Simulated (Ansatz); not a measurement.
Nb (hcp)

Method: PBE, scalar-relativistic; no spin polarisation; PAW, 420 eV, 16×16×10 k-mesh, Gaussian smearing of 0.05 eV; code Ansatz. The datasets are Ansatz's generated set soft_2.

```
Nb
1.0
     2.87107    0.00000    0.00000
    -1.43553    2.48642    0.00000
     0.00000    0.00000    5.22786
Nb
2
Direct
  0.33333 0.66667 0.75000
  0.66667 0.33333 0.25000
```

At room temperature and ambient pressure Nb is bcc.

Q: Which orbitals carry the states at the Fermi level, and how many states are there?

A: Within 0.1 eV of it: Nb 4d 91 % (shares among the projected shells). The density of states at the Fermi level is about 3 states/eV per cell, averaged over 0.3 eV.

Density of states (tetrahedra, averaged over 0.3 eV; states/eV per cell of 2 atoms; energy in eV from the Fermi level; projections on Löwdin-orthogonalised atomic orbitals, summed over sites):

| E | total | Nb 4d | Nb 5s | Nb 4p | Nb 4s |
| --- | --- | --- | --- | --- | --- |
| -5.80 | 0.09 | 0.00 | 0.08 | 0.00 | 0.01 |
| -5.50 | 0.13 | 0.00 | 0.11 | 0.00 | 0.02 |
| -5.20 | 0.17 | 0.00 | 0.14 | 0.00 | 0.02 |
| -4.90 | 0.22 | 0.01 | 0.18 | 0.01 | 0.02 |
| -4.60 | 0.27 | 0.02 | 0.22 | 0.01 | 0.02 |
| -4.30 | 0.35 | 0.05 | 0.26 | 0.01 | 0.03 |
| -4.00 | 0.58 | 0.20 | 0.33 | 0.02 | 0.03 |
| -3.70 | 1.90 | 1.28 | 0.53 | 0.03 | 0.06 |
| -3.40 | 2.46 | 1.89 | 0.48 | 0.03 | 0.05 |
| -3.10 | 2.55 | 2.08 | 0.38 | 0.04 | 0.03 |
| -2.80 | 2.77 | 2.43 | 0.27 | 0.04 | 0.02 |
| -2.50 | 2.00 | 1.76 | 0.18 | 0.04 | 0.01 |
| -2.20 | 2.75 | 2.54 | 0.15 | 0.04 | 0.01 |
| -1.90 | 2.54 | 2.39 | 0.08 | 0.04 | 0.00 |
| -1.60 | 2.43 | 2.29 | 0.07 | 0.04 | 0.00 |
| -1.30 | 2.95 | 2.74 | 0.12 | 0.05 | 0.00 |
| -1.00 | 1.96 | 1.80 | 0.10 | 0.02 | 0.00 |
| -0.70 | 1.76 | 1.61 | 0.09 | 0.02 | 0.00 |
| -0.40 | 2.98 | 2.72 | 0.15 | 0.04 | 0.00 |
| -0.10 | 2.92 | 2.59 | 0.20 | 0.04 | 0.00 |
| 0.20 | 2.81 | 2.44 | 0.23 | 0.03 | 0.00 |
| 0.50 | 2.28 | 1.95 | 0.21 | 0.02 | 0.00 |
| 0.80 | 2.38 | 2.11 | 0.15 | 0.02 | 0.00 |
| 1.10 | 2.43 | 2.19 | 0.12 | 0.01 | 0.00 |
| 1.40 | 2.54 | 2.33 | 0.10 | 0.01 | 0.00 |
| 1.70 | 2.09 | 1.90 | 0.08 | 0.01 | 0.00 |
| 2.00 | 1.82 | 1.66 | 0.07 | 0.01 | 0.00 |
| 2.30 | 1.88 | 1.73 | 0.05 | 0.00 | 0.00 |
| 2.60 | 1.60 | 1.51 | 0.04 | 0.00 | 0.00 |
| 2.90 | 1.89 | 1.79 | 0.06 | 0.00 | 0.00 |
| 3.20 | 2.18 | 2.05 | 0.09 | 0.00 | 0.00 |
| 3.50 | 2.08 | 1.93 | 0.11 | 0.00 | 0.00 |
| 3.80 | 2.23 | 2.07 | 0.11 | 0.00 | 0.00 |
| 4.10 | 2.65 | 2.47 | 0.12 | 0.00 | 0.01 |
| 4.40 | 2.98 | 2.72 | 0.17 | 0.00 | 0.01 |
| 4.70 | 2.07 | 1.81 | 0.17 | 0.00 | 0.01 |
| 5.00 | 1.45 | 1.19 | 0.17 | 0.00 | 0.01 |
